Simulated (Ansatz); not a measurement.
Wanted: the native input for an Ansatz 0.2.0 run.

```
Task                : density of states
Functional          : PBEsol
Potentials or basis : all-electron LAPW, scalar-relativistic
Cutoff              : 201 eV (chosen from the basis error)
Basis error allowed : 0.002 eV/atom
k mesh              : 8 × 8 × 5
Occupations         : fermi-dirac, width 0.05 eV
Spin                : no spin polarisation
Hubbard terms       : Zr d U = 8 eV
```

Crystal: ZrS2.

```
CELL_PARAMETERS angstrom
3.69138 0.00000 0.00000
-1.84569 3.19683 0.00000
0.00000 0.00000 6.04108
ATOMIC_POSITIONS crystal
Zr 0.00000 0.00000 0.00000
S 0.33333 0.66667 0.23791
S 0.66667 0.33333 0.76209
```

The cell is a database's computed one.

One way to write it, as run:

input.yaml

```yaml
crystal:
  lattice:
    - [3.6913825498, 0.0, 0.0]
    - [-1.8456912749, 3.1968310632, 0.0]
    - [0.0, 0.0, 6.04107701]
  atoms:
    - { symbol: Zr, position: [0.0, 0.0, 0.0] }
    - { symbol: S, position: [0.3333333333, 0.6666666667, 0.23790997] }
    - { symbol: S, position: [0.6666666667, 0.3333333333, 0.76209003] }
kpoints:
  mp_grid: { grid: [8, 8, 5] }
scf:
  occupations: { method: fermi_dirac, width: 0.05 }
hamiltonian:
  xc: pbesol
  pseudopotentials: { kind: all_electron, lapw: { basis_error: 0.002 } }
  hubbard:
    sites: [{ species: Zr, l: d, u_eff: 8 }]
    double_counting: fll
    projectors: ortho-atomic
output:
  forces: true
  stress: true
  eigenvalues: true
  dos: { projected: false, de: 0.2, e_range: [-10, 10] }
```

Potentials or basis: all-electron LAPW, scalar-relativistic.

Command:

```console
$ ansatz run input.yaml --threads 2 --pin off --max-ram 8192MiB --backend cpu --events-out ev --progress --plain --runs-dir out
```

Results of the run:

The pressure is 5.4 GPa. The largest force is 0.394 eV/Å and the band gap on the k mesh is 2.61 eV, indirect (least direct gap 3.21 eV).

Caveat: U is the effective U less J, on atomic orbitals that reach past the spheres; an odd mesh through Γ misses points on the zone boundary, where band edges often lie; this functional lacks dispersion, which binds the layers, so the pressure and a relaxed spacing across them are unreliable.

It took 22 s on 2 threads of Intel(R) Xeon(R) Processor @ 2.50GHz (Skylake/Cascade Lake), with other jobs on the host, peak memory 0.39 GiB.
